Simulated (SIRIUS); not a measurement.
The system is Zr.

```
CELL_PARAMETERS angstrom
3.23200 0.00000 0.00000
-1.61600 2.79899 0.00000
0.00000 0.00000 5.14700
ATOMIC_POSITIONS crystal
Zr 0.66667 0.33333 0.75000
Zr 0.33333 0.66667 0.25000
```

Base run:

```yaml
Program: SIRIUS 7.12.0
Functional: PBE
Potentials_or_basis: PseudoDojo 0.4.1 PBE standard (scalar relativistic)
Cutoff: 915 eV
Density_cutoff: 3659 eV
k_mesh: 9 × 9 × 5
Occupations: fermi-dirac, width 0.05 eV
Spin: no spin polarisation
Hubbard_terms: Zr d U = 2 eV
```

Its results: band gap on the k mesh none (metal or under the smearing width); pressure 2.8 GPa.

The run is repeated on the same cell with these changes: hubbard terms from Zr d U = 2 eV to none; hubbard projectors from orthogonalised atomic orbitals to none; start of the occupations from the program's own to none. What comes out?

Band gap on the k mesh none (metal or under the smearing width); pressure 0.6 GPa.

Caveats: U without spin polarisation on a metal has little footing (some runs); the U is typed as a test and isn't derived for this compound (some runs).
